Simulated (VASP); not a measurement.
Write the native input for VASP 6.6.1 that does the following.

- Task: single point
- Functional: PBE
- Potentials or basis: VASP PAW PBE potentials, release 64 (Hf_pv)
- Cutoff: 520 eV
- k mesh: 7 × 7 × 1
- Occupations: fermi-dirac, width 0.05 eV
- Spin: no spin polarisation
- Dipole correction: yes
- Further INCAR settings: ALGO = Fast; EDIFF = 1e-06

The structure of Hf lies in POSCAR:

```
Hf
1.0
    3.1966985242      0.0000000000      0.0000000000
   -1.5983492621      2.7684221302      0.0000000000
    0.0000000000      0.0000000000     30.1734000000
Hf
7
Direct
    0.6666666667      0.3333333334      0.2485633041
    0.3333333333      0.6666666666      0.3323755361
    0.6666666667      0.3333333334      0.4161877680
    0.3333333333      0.6666666666      0.5000000000
    0.6666666667      0.3333333334      0.5838122320
    0.3333333333      0.6666666666      0.6676244639
    0.6666666667      0.3333333334      0.7514366959
```

The slab is cut from a database's or a generator's crystal, which needn't be the stable form of the element.

The input as run:

INCAR

```
  ALGO = Fast
  DIPOL = 0.5 0.5 0.500
  EDIFF = 1E-6
  ENCUT = 520
  GGA = PE
  IDIPOL = 3
  ISIF = 2
  ISMEAR = -1
  LASPH = T
  LCHARG = T
  LDIPOL = T
  LELF = T
  LREAL = F
  LVACPOTAV = T
  LVHAR = T
  LWAVE = F
  NELM = 60
  PREC = Accurate
  SIGMA = 0.05
```

KPOINTS

```
k-points
0
Gamma
  7 7 1
```

Potentials or basis: VASP PAW PBE potentials, release 64 (Hf_pv).

The run is started by

```bash
$ cat potpaw_PBE.64/Hf_pv/POTCAR > POTCAR
$ mpirun -np 1 vasp_std > vasp.out
```

Results of the run:

The largest force is 0.842 eV/Å, the band gap on the k mesh is none (metal or under the smearing width) and the work function of the upper face is 4.40 eV. The work function of the lower face is 4.40 eV.

It took 3.2 min on 1 thread of Intel(R) Xeon(R) 6975P-C (Granite Rapids), with other jobs on the host, peak memory 0.38 GiB.
